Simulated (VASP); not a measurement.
Ga2O3, 10 atoms in the cell. It takes space group C2/m (No. 12, monoclinic). The conventional cell has a = 12.214 Å, b = 3.037 Å, c = 5.798 Å, α = 90.00°, β = 103.83°, γ = 90.00°. Around Ga (site symmetry m) lie 4 O at 1.83 to 1.86 Å. Around Ga (site symmetry m) lie 6 O at 1.94 to 2.07 Å. O (site symmetry m) has 3 Ga at 1.83 to 1.94 Å as nearest neighbours. O (site symmetry m) has 4 Ga at 1.86 to 2.07 Å as nearest neighbours. Around O (site symmetry m) lie 3 Ga at 1.83 to 1.94 Å. 

```yaml
Program: VASP 6.6.1
Task: relaxation of the atoms
Functional: LDA
Potentials_or_basis: VASP PAW LDA potentials, release 64 (Ga_d, O)
Cutoff: 520 eV
k_mesh: 8 × 8 × 4
Occupations: fermi-dirac, width 0.05 eV
Spin: no spin polarisation
Further_INCAR_settings: ALGO = Normal; EDIFF = 1e-06; IBRION = 2; EDIFFG = -0.02; NSW = 60
```

Potentials or basis: VASP PAW LDA potentials, release 64 (Ga_d, O).

Command:

```bash
$ cat potpaw_LDA.64/Ga_d/POTCAR potpaw_LDA.64/O/POTCAR > POTCAR
$ mpirun -np 1 vasp_std > vasp.out
```

Hardware: 1 thread of Intel(R) Xeon(R) Platinum 8488C (Sapphire Rapids), on a shared host.

Problem. How long does it take, and how much memory?

Solution. It took 27 min on 1 thread of Intel(R) Xeon(R) Platinum 8488C (Sapphire Rapids) (shared host), peak memory 0.47 GiB. Counts: scf iterations 35, k points 78, ion steps 5.
